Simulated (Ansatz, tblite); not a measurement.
# K2S with GFN2-xTB from a Python script

These are simulated results from tblite 0.8.0, not measurements. The cell began as a measured structure and was relaxed with r2SCAN in plane waves (Ansatz 0.2.0). All runs are without spin polarisation.

The symmetry is Fm-3m (No. 225, cubic); conventional cell a = 7.405 Å, 33.84 Å³ an atom. Around K lie 4 S at 3.21 Å; around S lie 8 K at 3.21 Å.

tblite solves periodic systems at the zone centre alone, so the script builds a cluster of 2×2×2 conventional cells (96 atoms), which folds in a coarse mesh of k points.

run.py reads:

```python
import json
from ase import Atoms
from ase.build import make_supercell
from ase.units import Bohr, GPa, Hartree
from tblite.interface import Calculator

atoms = Atoms(['K', 'K', 'S'],
              cell=[[0.0, 3.70271867, 3.70271867], [3.70271867, 0.0, 3.70271867], [3.70271867, 3.70271867, 0.0]],
              scaled_positions=[[0.25, 0.25, 0.25], [0.75, 0.75, 0.75], [0.0, 0.0, 0.0]],
              pbc=True)
cluster = make_supercell(atoms, [[-2, 2, 2], [2, -2, 2], [2, 2, -2]])
calc = Calculator('GFN2-xTB', cluster.numbers, cluster.positions / Bohr, lattice=cluster.cell[:] / Bohr, periodic=cluster.pbc)
calc.set('temperature', 0.02 / Hartree)
calc.set('max-iter', 150)
res = calc.singlepoint()
levels = res.get('orbital-energies') * Hartree
nv = round(res.get('orbital-occupations').sum() / 2)
cells = len(cluster) // len(atoms)
out = {'energy_per_cell': res.get('energy') * Hartree / cells, 'homo': levels[nv - 1], 'lumo': levels[nv],
       'stress': (-res.get('virial') * Hartree / cluster.get_volume() / GPa).tolist(), 'charges': res.get('charges')[:len(atoms)].tolist(), 'electrons': 2 * nv / cells}
json.dump(out, open('results.json', 'w'))
for key, value in out.items():
    print(key, value)
```

Command: `python run.py`. It took 6 s on 1 thread of Arm Neoverse V2, on a shared host, peak memory 0.13 GiB.

Output:

```
------------------------------------------------------------
  cycle        total energy    energy error   density error
------------------------------------------------------------
      1     -112.8479533705  -1.1334324E+02   4.2073297E-01
      2     -116.5407369084  -3.6927835E+00   2.0216854E-01
      3     -112.8837800370   3.6569569E+00   3.0345490E-01
      4     -117.7272535380  -4.8434735E+00   1.4742198E-01
      5     -116.9933924351   7.3386110E-01   1.7771520E-01
      6     -119.5191668508  -2.5257744E+00   2.0776202E-02
      7     -119.4922798744   2.6886976E-02   2.6086469E-02
      8     -119.5565916422  -6.4311768E-02   5.6143189E-03
      9     -119.5128041016   4.3787541E-02   2.1391353E-02
     10     -119.5561915753  -4.3387474E-02   4.7657866E-03
     11     -119.5376336602   1.8557915E-02   1.4204460E-02
     12     -119.5506854004  -1.3051740E-02   9.0251469E-03
     13     -119.5421993300   8.4860705E-03   1.2469275E-02
     14     -119.5540610068  -1.1861677E-02   6.6502949E-03
     15     -119.5582901955  -4.2291887E-03   9.6808717E-04
     16     -119.5583069611  -1.6765537E-05   7.8567784E-04
     17     -119.5568536213   1.4533398E-03   3.7457945E-03
     18     -119.5577667781  -9.1315676E-04   2.4230574E-03
     19     -119.5582544713  -4.8769322E-04   9.3422071E-04
     20     -119.5582471854   7.2858373E-06   8.8579453E-04
     21     -119.5582013033   4.5882146E-05   1.1382084E-03
     22     -119.5582943504  -9.3047143E-05   5.8527991E-04
     23     -119.5583169315  -2.2581037E-05   2.7958346E-04
     24     -119.5582871344   2.9797110E-05   6.1283802E-04
     25     -119.5583235029  -3.6368583E-05   7.8957719E-05
     26     -119.5583236074  -1.0442565E-07   6.5119746E-05
     27     -119.5583228130   7.9433056E-07   1.0720364E-04
     28     -119.5583235440  -7.3093921E-07   5.7517616E-05
     29     -119.5583235958  -5.1806353E-08   5.0042700E-05
     30     -119.5583235643   3.1449389E-08   5.3076309E-05
     31     -119.5583238327  -2.6837968E-07   9.3835360E-06
------------------------------------------------------------

 total:                                   5.514 sec
energy_per_cell -101.6671156949481
homo -9.324208247876998
lumo -9.284239540410274
stress [[4.310111494602593, -6.173978417175669e-06, -6.1739785307048215e-06], [-6.173978417207203e-06, 4.31011149461213, -6.173978586678097e-06], [-6.1739785307103425e-06, -6.173978586755701e-06, 4.310111494608395]]
charges [0.5359253682315789, 0.5359142051479424, -1.0718229868137523]
electrons 8.0
```

The cycle table is in hartree for the whole cluster, and the lines after it are in eV (the energy for one cell). The printed stress is in GPa and positive in compression, and the pressure is its mean diagonal.

GFN2-xTB gives a gap of 0.04 eV. On the same cell, plane-wave PBE (Ansatz, 6×6×6 k points and the special points) gives a gap of 2.38 eV and r2SCAN a gap of 2.75 eV; on shared hosts these took about 1.8 and 4.7 core-seconds on the 3-atom cell, against 6 for the script. Semilocal gaps usually lie below measured ones. This method closes a gap that PBE finds, a failure in kind.

The same script was run on cells scaled at fixed shape and fractional coordinates:

| volume (Å³/atom) | energy (meV/atom) | pressure (GPa, positive in compression) | gap (eV) |
| --- | --- | --- | --- |
| 29.78 | 151.5 | 8.09 | 0.13 |
| 31.81 | 63.9 | 5.87 | 0.08 |
| 33.84 | 0.0 | 4.31 | 0.04 |
| 35.87 | -47.0 | 3.17 | 0.01 |
| 37.90 | -81.6 | 2.33 | 0.00 |

The minimum lies beyond the largest of these volumes.

xTB was fitted mostly to molecules, and a small cluster samples few k points, so gaps, pressures and kinks along a curve can be far from a solid's.
